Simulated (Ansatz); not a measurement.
# Pb: single point with PBE

Pb:

```
Pb
1.0
    -1.97966    1.97966    1.97966
     1.97966   -1.97966    1.97966
     1.97966    1.97966   -1.97966
Pb
1
Direct
  0.00000 0.00000 0.00000
```

This isn't the form of Pb at room conditions, which is fcc.

```yaml
Program: Ansatz 0.2.0
Task: single point
Functional: PBE
Potentials_or_basis: Ansatz PAW
Cutoff: "420 eV (not typed: the program's choice for these potentials)"
k_mesh: 9 × 9 × 9
Occupations: gaussian, width 0.014 eV
Spin: no spin polarisation
```

```
Pressure               : 0.7 GPa
Band gap on the k mesh : none (metal or under the smearing width)
```

Levels at points of the mesh, in eV from the Fermi level:
```
           k point  band 3  band 4  band 5  band 6  band 7  band 8  band 9  band 10  band 11
(0.00, 0.00, 0.00)  -17.27  -17.04  -17.04  -11.73    7.30    7.30    7.30    10.93    10.93
```

Run time: 0.57 s on 2 threads of Arm Neoverse V2, with other jobs on the host, peak memory 0.27 GiB.

The run has no spin-orbit coupling, so splittings on Pb are missing.
